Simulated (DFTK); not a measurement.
A run of DFTK 0.8.2 is set up as follows.

The input run.jl:

```julia
using DFTK
using PseudoPotentialData
using Unitful, UnitfulAtomic
using LinearAlgebra, Printf
include("save.jl")
disable_threading()

# lattice vectors are the columns
lattice = austrip(1u"Å") * [           0.0          2.325          2.325;
                    2.325            0.0          2.325;
                    2.325          2.325            0.0]
symbols   = [:Hf, :C]
positions = [[0.5, 0.5, 0.5],
             [0.0, 0.0, 0.0]]
pseudopotentials = Dict(:C => "C.upf", :Hf => "Hf.upf")
elements = Dict(s => ElementPsp(s, pseudopotentials; rcut=10.0) for s in unique(symbols))
atoms    = [elements[s] for s in symbols]

build_model(lattice, positions; symmetries=true) =
    model_DFT(lattice, atoms, positions;
              functionals=r2SCAN(),
              temperature=austrip(0.05u"eV"),
              smearing=Smearing.FermiDirac(),
              symmetries)
Ecut  = 45.0  # hartree
kgrid = [8, 8, 8]
tol   = 1e-6
to_GPa = ustrip(uconvert(u"GPa", 1u"hartree/bohr^3"))

model = build_model(lattice, positions)
basis = PlaneWaveBasis(model; Ecut, kgrid)
display(basis)
scfres = self_consistent_field(basis;
                               tol,
                               nbandsalg=AdaptiveBands(model; n_bands_converge=20))
display(scfres.energies)
@printf "Fermi level: %.6f eV\n" ustrip(auconvert(u"eV", something(scfres.εF, NaN)))
forces = compute_forces_cart(scfres)
println("Forces (eV/Å)")
for (s, f) in zip(symbols, forces)
    @printf "%-3s %12.6f %12.6f %12.6f\n" s ustrip.(auconvert.(u"eV/Å", f))...
end
stress = compute_stresses_cart(scfres)
println("Stress (GPa)")
display(round.(stress * to_GPa; digits=4))
println("Levels at the first k-point (eV): ", round.(ustrip.(auconvert.(u"eV", scfres.eigenvalues[1][1:scfres.n_bands_converge])); digits=4))
save_scf!(scfres; forces, stress)

points = Dict("G" => [0.0, 0.0, 0.0], "K" => [0.375, 0.375, 0.75], "L" => [0.5, 0.5, 0.5], "U" => [0.625, 0.25, 0.625], "W" => [0.5, 0.25, 0.75], "X" => [0.5, 0.0, 0.5])
segments = [("G", "X", 7), ("X", "W", 4), ("W", "K", 3), ("K", "G", 7), ("G", "L", 6), ("L", "U", 4), ("U", "W", 3), ("W", "L", 5), ("L", "K", 4), ("U", "X", 3)]
kcoords = vcat([[points[a] + t * (points[b] - points[a]) for t in range(0, 1, n)] for (a, b, n) in segments]...)
bands = compute_bands(scfres, ExplicitKpoints(kcoords); n_bands=22, tol=1e-5)
for (k, ε) in zip(bands.basis.kpoints, bands.eigenvalues)
    @printf "%d %8.4f %8.4f %8.4f " k.spin k.coordinate...
    println(join([@sprintf("%9.4f", e) for e in ustrip.(auconvert.(u"eV", ε .- scfres.εF))]))
end
results["band_energies"] = rows(bands.eigenvalues); results["band_kpoints"] = rows(kcoords)
```

Potentials or basis: SG15 1.2 (PBE).

Launch:

```console
$ julia --threads=1 run.jl  # save.jl only writes the numbers to a file and isn't shown; printed stress counts tension as positive; times include loading and compiling
```

Estimate the band gap on the k mesh.

none (metal or under the smearing width).

What does it give for the pressure?

-10.1 GPa.

Levels at the corners of the path, in eV from the Fermi level:
```csv
point,band 11,band 12,band 13,band 14,band 15,band 16,band 17,band 18,band 19,band 20
Γ,-10.42,-10.42,1.22,1.22,1.22,1.43,1.43,1.43,3.36,3.36
X,-10.42,-10.42,-2.77,-1.68,-0.03,-0.03,5.20,6.56,6.56,9.04
W,-10.42,-10.03,-3.00,-2.82,-2.82,3.84,3.84,6.57,7.35,8.12
K,-10.41,-10.09,-3.55,-2.88,-1.70,1.78,5.70,6.22,8.30,8.33
Γ,-10.42,-10.42,1.22,1.22,1.22,1.43,1.43,1.43,3.36,3.36
L,-10.40,-9.05,-6.20,-3.11,-3.11,5.26,5.26,5.93,7.15,11.54
U,-10.41,-10.09,-3.55,-2.88,-1.70,1.78,5.70,6.22,8.30,8.33
W,-10.42,-10.03,-3.00,-2.82,-2.82,3.84,3.84,6.57,7.35,8.12
L,-10.40,-9.05,-6.20,-3.11,-3.11,5.26,5.26,5.93,7.15,11.54
K,-10.41,-10.09,-3.55,-2.88,-1.70,1.78,5.70,6.22,8.30,8.33
U,-10.41,-10.09,-3.55,-2.88,-1.70,1.78,5.70,6.22,8.30,8.33
X,-10.42,-10.42,-2.77,-1.68,-0.03,-0.03,5.20,6.56,6.56,9.04
```

Caveat: the potentials were made for another functional, which shifts forces and pressure; spin-orbit coupling is left out, which moves the levels of the heavy elements.
